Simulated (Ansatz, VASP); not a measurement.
## GaN in VASP and in Ansatz

```xyz
4
Lattice="3.1487 0.0000 0.0000 -1.5743 2.7268 0.0000 0.0000 0.0000 5.1333" Properties=species:S:1:pos:R:3 pbc="T T T"
Ga    0.0000    1.8179   -0.0036
Ga    1.5743    0.9089    2.5631
N     0.0000    1.8179    1.9286
N     1.5743    0.9089    4.4952
```

Alike in both runs: functional RPBE; dispersion D4; k mesh 8 × 8 × 6; occupations gaussian, width 0.05 eV; no spin polarisation.

Ansatz relaxed the structure, and its values are those at the end. VASP's run is a single point on that final structure, the one shown.

|  | VASP | Ansatz |
| --- | --- | --- |
| version | VASP 6.6.1 | Ansatz 0.2.0 |
| potentials or method | VASP PAW PBE potentials, release 64 (Ga_d, N) | scalar-relativistic, plane waves, PAW |
| plane-wave cutoff (eV) | 520 | 420 |
| valence electrons in the cell | 36 | 36 |

VASP gave:

```
gap on the k mesh at the Fermi level (eV) : 2.21
least direct gap on the mesh (eV)         : 2.21
pressure (GPa)                            : 3.6
rms of the force components (eV/Å)        : 0.006
dispersion energy (meV/atom)              : -839.6
```

Q: Estimate Ansatz's values.

A: gap on the k mesh at the Fermi level (eV): 2.18; least direct gap on the mesh (eV): 2.18; pressure (GPa): 3.9; rms of the force components (eV/Å): 0.005; dispersion energy (meV/atom): -839.8.

Caveats: the PAW data sets were made with another functional, which shifts forces and pressure a little (VASP). As with any semilocal functional, this RPBE gap is likely too small.
